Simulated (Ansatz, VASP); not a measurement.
SrCl2 in VASP and in Ansatz

```
CELL_PARAMETERS angstrom
0.00000 3.49765 3.49765
3.49765 0.00000 3.49765
3.49765 3.49765 0.00000
ATOMIC_POSITIONS crystal
Sr 0.00000 0.00000 0.00000
Cl 0.25000 0.25000 0.25000
Cl 0.75000 0.75000 0.75000
```

Alike in both runs: task single point; functional PBE; k mesh 4 × 4 × 4; no spin polarisation.

```csv
,VASP,Ansatz
version,VASP 6.6.1,Ansatz 0.2.0
potentials or method,"VASP PAW PBE potentials, release 64 (Sr_sv, Cl)",plane waves
plane-wave cutoff (eV),520,420
occupations,"gaussian, width 0.01 eV",fixed
valence electrons in the cell,24,24
```

Ansatz gave:

- gap on the k mesh at the Fermi level (eV): 5.31
- pressure (GPa): 0.7

Problem. Estimate VASP's values.

Solution. gap on the k mesh at the Fermi level (eV): 5.31; pressure (GPa): 0.8.

A k mesh can miss the band edges.
